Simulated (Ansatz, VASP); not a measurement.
Cs: VASP beside Ansatz

The input INCAR:

```
PREC = Accurate ; ENCUT = 520
EDIFF = 1E-6 ; ISMEAR = -1
SIGMA = 0.1 ; LREAL = False
LASPH = True ; NELM = 100
ALGO = Normal ; ISIF = 2
LWAVE = False ; LCHARG = False
GGA = PE ; NBANDS = 10
```

KPOINTS

```
Automatic mesh
0
Gamma
  3 3 3
```

The input POSCAR:

```
Cs
1.0
   -3.0771709509      3.0771709509      3.0771709509
    3.0771709509     -3.0771709509      3.0771709509
    3.0771709509      3.0771709509     -3.0771709509
Cs
1
Direct
    0.0000000000      0.0000000000      0.0000000000
```

Input for Ansatz:

```yaml
crystal:
  lattice:
    - [-3.0771709509, 3.0771709509, 3.0771709509]
    - [3.0771709509, -3.0771709509, 3.0771709509]
    - [3.0771709509, 3.0771709509, -3.0771709509]
  atoms:
    - { symbol: Cs, position: [0.0, 0.0, 0.0] }
hamiltonian:
  xc: pbe
  pseudopotentials:
    kind: paw
    azcp:
      Cs: "pseudopotentials/Cs.paw.azcp"
basis:
  ecutwfc: 420
  fft_grid_basis: typed
kpoints:
  mp_grid: { grid: [3, 3, 3], shift: [0, 0, 0] }
magnetization:
  spin_polarized: false
scf:
  occupations: { method: fermi_dirac, width: 0.1 }
  lower_state_search: "off"
output:
  stress: true
```

Alike in both runs: task single point; functional PBE; k mesh 3 × 3 × 3; occupations fermi-dirac, width 0.1 eV; no spin polarisation.

|  | VASP | Ansatz |
| --- | --- | --- |
| version | VASP 6.6.1 | Ansatz 0.2.0 |
| potentials or method | VASP PAW PBE potentials, release 64 (Cs_sv) | plane waves (420 eV) with PAW, scalar-relativistic |
| plane-wave cutoff (eV) | 520 | 420 |
| valence electrons in the cell | 9 | 9 |

|  | VASP | Ansatz | Ansatz less VASP |
| --- | --- | --- | --- |
| pressure (GPa) | -0.1 | -0.1 | +0.01 |

With one functional, cell and mesh, what is left measures potentials, basis and numerics.

Caveats: the k mesh is coarse (spacing up to 0.48 Å⁻¹), so the values aren't converged. The runs have no spin-orbit coupling, so splittings on Cs are missing.
